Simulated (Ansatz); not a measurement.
Crystal: EuO.

```
CELL_PARAMETERS angstrom
0.00000 2.57195 2.57195
2.57195 0.00000 2.57195
2.57195 2.57195 0.00000
ATOMIC_POSITIONS crystal
Eu 0.00000 0.00000 0.00000
O 0.50000 0.50000 0.50000
```

Base run:

| Quantity | Value |
| --- | --- |
| Program | Ansatz 0.2.0 |
| Functional | PBEsol |
| Potentials or basis | all-electron LAPW, scalar-relativistic |
| Cutoff | 291 eV (chosen from the basis error) |
| Basis error allowed | 0.001 eV/atom |
| k mesh | 9 × 9 × 9 |
| Occupations | fermi-dirac, width 0.05 eV |
| Spin | collinear spin, ferromagnetic start |
| Starting moments | [7.0, 0.0] μB |
| Hubbard terms | Eu f U = 8 eV |

Its results: band gap on the k mesh 0.81 eV, indirect (least direct gap 1.10 eV); pressure -2.0 GPa; net moment 7.00 μB per cell; site moments Eu +6.95; O -0.10 μB.

Task: After a change of settings the same cell gave: band gap on the k mesh none (metal or under the smearing width); pressure -6.7 GPa; net moment 7.00 μB per cell; site moments Eu +6.89; O -0.10 μB. Which change was it?
A. hubbard terms from Eu f U = 8 eV to Eu f U = 2 eV
B. hubbard terms from Eu f U = 8 eV to Eu f U = 6 eV
C. hubbard terms from Eu f U = 8 eV to none

Result: A.

Caveats: the magnetic state may not be the lowest; an open f shell can end in a state above the lowest; U is the effective U less J, on atomic orbitals that reach past the spheres; spin-orbit coupling is left out, which moves the levels of the heavy elements; a cell with one magnetic atom can't hold antiferromagnetic order, which such compounds often take; an odd mesh through Γ misses points on the zone boundary, where band edges often lie (some runs).

Runs at the PBE level aren't shown here.
